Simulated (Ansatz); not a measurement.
# Hg (diamond type): a single-point run

The task is a single-point run on Hg (diamond type). The structure is shown as the input types it.

Method: DFT, PBE, all-electron LAPW, scalar-relativistic, in Ansatz 0.2.0.

1 further run of the same task is left out (it didn't finish).

**1. The starting structure**

It takes space group Fd-3m (No. 227, cubic). The conventional cell has a = 6.170 Å, b = 6.170 Å, c = 6.170 Å, α = 90.00°, β = 90.00°, γ = 90.00°. Hg (site symmetry -43m) has 4 Hg at 2.67 Å as nearest neighbours.

As a file:

```cif
data_structure
_symmetry_space_group_name_H-M 'Fd-3m:1'
_symmetry_Int_Tables_number 227
_cell_length_a 6.1695
_cell_length_b 6.1695
_cell_length_c 6.1695
_cell_angle_alpha 90.000
_cell_angle_beta 90.000
_cell_angle_gamma 90.000
_cell_volume 234.83
loop_
_atom_site_label
_atom_site_type_symbol
_atom_site_symmetry_multiplicity
_atom_site_Wyckoff_symbol
_atom_site_fract_x
_atom_site_fract_y
_atom_site_fract_z
_atom_site_occupancy
Hg1 Hg 8 b 0.00000 0.50000 0.00000 1
```

**2. Input and run**

input.yaml

```yaml
crystal:
  lattice:
    - [0.0, 3.084770121, 3.084770121]
    - [3.084770121, 0.0, 3.084770121]
    - [3.084770121, 3.084770121, 0.0]
  atoms:
    - { symbol: Hg, position: [-0.125, -0.125, -0.125] }
    - { symbol: Hg, position: [0.125, 0.125, 0.125] }
kpoints:
  mp_grid: { grid: [11, 11, 11] }
scf:
  occupations: { method: fermi_dirac, width: 1.0 }
  max_iter: 75
hamiltonian:
  xc: pbe
  pseudopotentials: { kind: all_electron, lapw: { basis_error: 0.001 } }
output:
  forces: true
  stress: true
  eigenvalues: true
  populations: true
```

Run with:

```
$ ansatz run input.yaml --threads 1 --pin off --max-ram 2048MiB --backend cpu --events-out ev --progress --plain --runs-dir out
```

What happens when this is run?

This run ends as converged. Convergence says nothing about whether the input makes sense.

The suspect setting: scf.occupations.width is 1.0. Occupations are smeared over electronvolts, wider than many features of the bands. A Fermi-Dirac width of 1 eV is an electron temperature of 11600 K.

The test: set scf.occupations.width to 0.05.
